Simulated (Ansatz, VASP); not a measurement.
One calculation of Nb, two programs

Contents of INCAR:

```
SYSTEM = Nb
PREC = Accurate
ENCUT = 520
EDIFF = 1E-6
ISMEAR = -1
SIGMA = 0.08
LREAL = .FALSE.
LASPH = .TRUE.
NELM = 80
ALGO = Normal
ISIF = 2
LWAVE = .FALSE.
LCHARG = .FALSE.
GGA = PS
NBANDS = 12
```

The input KPOINTS:

```
regular mesh
0
G
  13 13 13
  0 0 0
```

Contents of POSCAR:

```
Nb
1.0
    0.0000000000      2.1220266297      2.1220266297
    2.1220266297      0.0000000000      2.1220266297
    2.1220266297      2.1220266297      0.0000000000
Nb
1
Direct
    0.0000000000      0.0000000000      0.0000000000
```

Input for Ansatz:

```yaml
crystal:
  lattice:
    - [0.0, 2.1220266297, 2.1220266297]
    - [2.1220266297, 0.0, 2.1220266297]
    - [2.1220266297, 2.1220266297, 0.0]
  atoms:
    - { symbol: Nb, position: [0.0, 0.0, 0.0] }
kpoints:
  mp_grid: { grid: [13, 13, 13] }
  band_path:
    path:
      - [0.0, 0.0, 0.0]
      - [0.5, 0.0, 0.5]
      - [0.625, 0.25, 0.625]
      - [0.375, 0.375, 0.75]
      - [0.0, 0.0, 0.0]
      - [0.5, 0.5, 0.5]
      - [0.5, 0.25, 0.75]
      - [0.5, 0.0, 0.5]
    npoints: 5
scf:
  occupations: { method: fermi_dirac, width: 0.08 }
hamiltonian:
  xc: pbesol
  pseudopotentials: { kind: all_electron, lapw: { basis_error: 0.00025 } }
output:
  forces: true
  stress: true
  eigenvalues: true
```

Change from the starting cell: volume scaled by 1.01.

Alike in both runs: task single point; functional PBEsol; k mesh 13 × 13 × 13; occupations fermi-dirac, width 0.08 eV; no spin polarisation.

|  | VASP | Ansatz |
| --- | --- | --- |
| version | VASP 6.6.1 | Ansatz 0.2.0 |
| potentials or method | VASP PAW PBE potentials, release 64 (Nb_sv) | all-electron LAPW, scalar-relativistic |
| plane-wave cutoff (eV) | 520 | see its input |

Ansatz gave:

| Property | Result |
| --- | --- |
| pressure (GPa) | -8.1 |

Question: Which values does VASP return?

Answer: Pressure (GPa): -8.4.

Ansatz ran all-electron here, so the differences hold the error of VASP's frozen core and of both bases.

Caveats: the PAW data sets were made with another functional, which shifts forces and pressure a little (VASP).
